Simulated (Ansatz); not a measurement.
Ge:

```xyz
1
Lattice="1.3971 -2.6005 0.0000 1.3971 2.6005 0.0000 0.0000 0.0000 2.6982" Properties=species:S:1:pos:R:3 pbc="T T T"
Ge    1.3971    0.0000    0.0000
```

This isn't the form of Ge at room conditions, which is diamond.

Program: Ansatz 0.2.0. Alike in all runs: potentials or basis Ansatz PAW; cell as given. Hardware: 2 threads of Arm Neoverse V2 (shared host).

Task: Order these runs on this cell by their wall time, lowest first.
A. task band structure; level r2SCAN; spin off; k mesh 11 × 11 × 10; cutoff (eV) 500; smearing fermi-dirac 0.05 eV; points for each segment of the path 14
B. task band structure; level r2SCAN; spin SOC, no magnetisation; k mesh 8 × 8 × 7; cutoff (eV) 500; smearing fermi-dirac 0.05 eV; points for each segment of the path 14
C. task single point; level PBE; spin off; k mesh 11 × 11 × 10; cutoff (eV) 420; smearing gaussian 0.02 eV

Result: C (1.1 s), A (4.1 s), B (12 s).
